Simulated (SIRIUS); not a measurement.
Wanted: the native input for a SIRIUS 7.12.0 run.

* Task: single point
* Functional: PBE
* Potentials or basis: PseudoDojo 0.4.1 PBE standard (scalar relativistic)
* Cutoff: 1152 eV
* Density cutoff: 4606 eV
* k mesh: 7 × 6 × 7
* Occupations: fermi-dirac, width 0.05 eV
* Spin: no spin polarisation
* Libxc names: ["XC_GGA_X_PBE", "XC_GGA_C_PBE"]
* Energy tol: 1e-08 Ha
* Density tol: 1e-06
* Mixer: anderson
* Mixing beta: 0.7
* Max scf: 100
* Radial cutoff for the potentials' integrals: 6.5 bohr

Crystal: BaTiO3.

```
CELL_PARAMETERS angstrom
3.72890 -0.42193 0.02237
-0.28447 3.27547 3.11008
0.31643 -2.75371 2.58992
ATOMIC_POSITIONS crystal
Ba 0.00393 0.99400 0.98336
Ti 0.50747 0.51249 0.50706
O 0.99541 0.48603 0.49709
O 0.49519 0.50476 0.99070
O 0.48289 0.99786 0.49485
```

The cell isn't the ideal one: atoms moved at random, drawn with an rms of 0.05 Å.

These files were run (other wordings do the same):

sirius.json

```json
{
  "control": {
    "processing_unit": "cpu",
    "verbosity": 2,
    "num_bands_to_print": 29,
    "print_forces": true,
    "print_stress": true
  },
  "parameters": {
    "electronic_structure_method": "pseudopotential",
    "xc_functionals": ["XC_GGA_X_PBE", "XC_GGA_C_PBE"],
    "gk_cutoff": 9.2,
    "pw_cutoff": 18.4,
    "ngridk": [7, 6, 7],
    "shiftk": [0, 0, 0],
    "smearing": "fermi_dirac",
    "smearing_width": 0.0018374661,
    "num_bands": 29,
    "num_mag_dims": 0,
    "num_dft_iter": 100,
    "energy_tol": 1e-08,
    "density_tol": 1e-06
  },
  "iterative_solver": {
    "type": "davidson",
    "min_tolerance": 1e-10
  },
  "mixer": {
    "type": "anderson",
    "beta": 0.7,
    "max_history": 8
  },
  "settings": {
    "tol_ne": 1e-10,
    "pseudo_grid_cutoff": 6.5
  },
  "unit_cell": {
    "lattice_vectors": [
      [7.046595947768, -0.797323545509, 0.042268411298],
      [-0.53757668346, 6.189749298559, 5.87720167445],
      [0.597960444026, -5.203752378718, 4.894236404437]
    ],
    "atom_coordinate_units": "lattice",
    "atom_types": ["Ba", "Ti", "O"],
    "atom_files": {
      "O": "O.json",
      "Ba": "Ba.json",
      "Ti": "Ti.json"
    },
    "atoms": {
      "Ba": [
        [0.003926, 0.993998, 0.983363]
      ],
      "Ti": [
        [0.507469, 0.512494, 0.507062]
      ],
      "O": [
        [0.995407, 0.486031, 0.497088],
        [0.495189, 0.504761, 0.990705],
        [0.482889, 0.997864, 0.49485]
      ]
    }
  }
}
```

Potentials or basis: PseudoDojo 0.4.1 PBE standard (scalar relativistic).

Launch:

```sh
$ upf_to_json O.upf
$ upf_to_json Ba.upf
$ upf_to_json Ti.upf
$ OMP_NUM_THREADS=1 sirius.scf --input=sirius.json --output=out.json --task=0
```

Results of the run:

```
Pressure               : 18.2 GPa
Largest force          : 1.078 eV/Å
Band gap on the k mesh : 0.57 eV
```

Caveat: this release of the barium file is off; spin-orbit coupling is left out, which moves the levels of the heavy elements; an odd mesh through Γ misses points on the zone boundary, where band edges often lie.

It took 26 min on 1 thread of Intel(R) Xeon(R) Processor @ 2.50GHz (Skylake/Cascade Lake), on a shared host, peak memory 2.4 GiB.
